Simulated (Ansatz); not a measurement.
Runs of Ansatz 0.2.0 on TePb. The structure is cubic, space group Fm-3m (No. 225). The conventional cell has a = 6.462 Å, b = 6.462 Å, c = 6.462 Å, α = 90.00°, β = 90.00°, γ = 90.00°. Pb (site symmetry m-3m) is surrounded by 6 Te at 3.23 Å. Te (site symmetry m-3m) has 6 Pb at 3.23 Å as nearest neighbours. 

| task | level | potentials or basis | spin | cell | k mesh | cutoff (eV) | smearing | share of exact exchange | scf mixing preconditioner | scf lower state search | optics k mesh | broadening | basis error allowed | other keys | mesh quality | gap on the mesh (eV) | pressure (GPa) | moment (μB) |
| --- | --- | --- | --- | --- | --- | --- | --- | --- | --- | --- | --- | --- | --- | --- | --- | --- | --- | --- |
| relaxation of the atoms | LDA | all-electron LAPW, inner shells corrected to Dirac's equation | non-collinear, ferromagnetic start | atoms relaxed from: atoms moved at random, drawn with an rms of 0.05 Å | 5 × 5 × 5 | - | methfessel-paxton 0.01 eV | - | - | - | - | - | 0.001 eV/atom | - | not flagged | 1.13 | -1.6 | 0.00 |
| electric field gradients | r2SCAN-EpsX | all-electron PAW datasets made for the crystal | off | as given | 3 × 3 × 3 | 260 | cold 0.05 eV | 0.0383 | kerker_dos | light | - | - | - | scf.mixing.preconditioner = kerker_dos; scf.lower_state_search = light | coarse | - | 1.5 | - |
| single point | PBE | all-electron LAPW, scalar-relativistic | off | as given | 3 × 3 × 3 | 156 | fermi-dirac 0.04 eV | - | - | - | - | - | 0.003 eV/atom | - | coarse | - | 2.1 | - |
| relaxation of the atoms | r2SCAN+D4 | all-electron PAW datasets made for the crystal | collinear, ferromagnetic start | atoms relaxed from: cell strained at random | 5 × 5 × 5 | - | gaussian 0.025 eV | - | - | - | - | - | - | scf.occupations.method = gaussian; scf.occupations.width = 0.025 | not flagged | 1.09 | 1.3 | 0.00 |
| single point | PBE | all-electron LAPW, scalar-relativistic | off | as given | 4 × 4 × 4 | 164 | fermi-dirac 0.04 eV | - | - | - | - | - | 0.002 eV/atom | - | coarse | (a) | 2.2 | - |

Fill in the values left out.

(a) 0.73.

Caveats: some runs use coarse meshes; spin-orbit coupling is left out, which as a rule narrows the gap of such compounds by several tenths of an eV (some runs); the program listed the state as in doubt (some runs); an odd mesh through Γ misses points on the zone boundary, where band edges often lie (some runs); the starting moments weren't kept (some runs); the relaxation stopped at its first step, so nothing moved (some runs).

A k mesh can miss the band edges, and the runs leave out spin-orbit coupling on Pb, Te.

The runs don't all hold the same shells in valence.
